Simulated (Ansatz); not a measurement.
The calculation used DFT PBE, scalar-relativistic, plane waves, PAW in Ansatz. All cells share a 420 eV cutoff and Γ-centred k meshes spaced at most about 0.3 Å⁻¹ (about 0.25 or finer for metals, 2π included). No spin polarisation.

All energies are static (0 K, no zero-point motion).

Two forms of Li₄F were relaxed alike.

1.

```
Li F
1.0
    -2.63729    2.63729    2.63729
     2.63729   -2.63729    2.63729
     2.63729    2.63729   -2.63729
Li F
4 1
Direct
  0.00000 0.00000 0.50000
  0.00000 0.50000 0.00000
  0.50000 0.00000 0.00000
  0.50000 0.50000 0.50000
  0.00000 0.00000 0.00000
```

2.

```
Li F
1.0
     4.26889    0.00000    0.00000
     0.00000    4.26889    0.00000
     0.00000    0.00000    4.26889
Li F
4 1
Direct
  0.50000 0.50000 0.50000
  0.50000 0.00000 0.00000
  0.00000 0.50000 0.00000
  0.00000 0.00000 0.50000
  0.00000 0.00000 0.00000
```

Problem. Which form is favoured at zero pressure, and by what margin per atom?

Solution. Cell 2 is lower, by 108 meV/atom. Cell 1 has space group Im-3m (No. 229), 14.7 Å³/atom and no gap on its mesh; cell 2 has space group Pm-3m (No. 221), 15.6 Å³/atom and no gap. Counting Li atoms around F (those within 1.25 times the shortest such distance or 1.15 times the sum of covalent radii; the shortest distance is added where it is long for a bond), cell 1 has F 8 from 2.3 Å and cell 2 has F 6. The lower one is the more open, so pressure narrows the difference. In cell 1, around Li lie 2 F at 2.28 Å and 6 Li at 2.64 Å; around F lie 8 Li at 2.28 Å. In cell 2, Li on a site of symmetry m-3m has 12 Li at 3.02 Å; Li on a site of symmetry 4/mmm has 2 F at 2.13 Å and 12 Li at 3.02 Å; F is surrounded by 6 Li at 2.13 Å. Both come from invented guesses. The lowest form computed isn't among them: it has space group I4/mmm (No. 139), 15.8 Å³/atom and lies 80 meV/atom below the best shown.

Cells relaxed within their symmetry can be saddle points. Some candidate types were left out of the draw beforehand, so a known form may be missing.
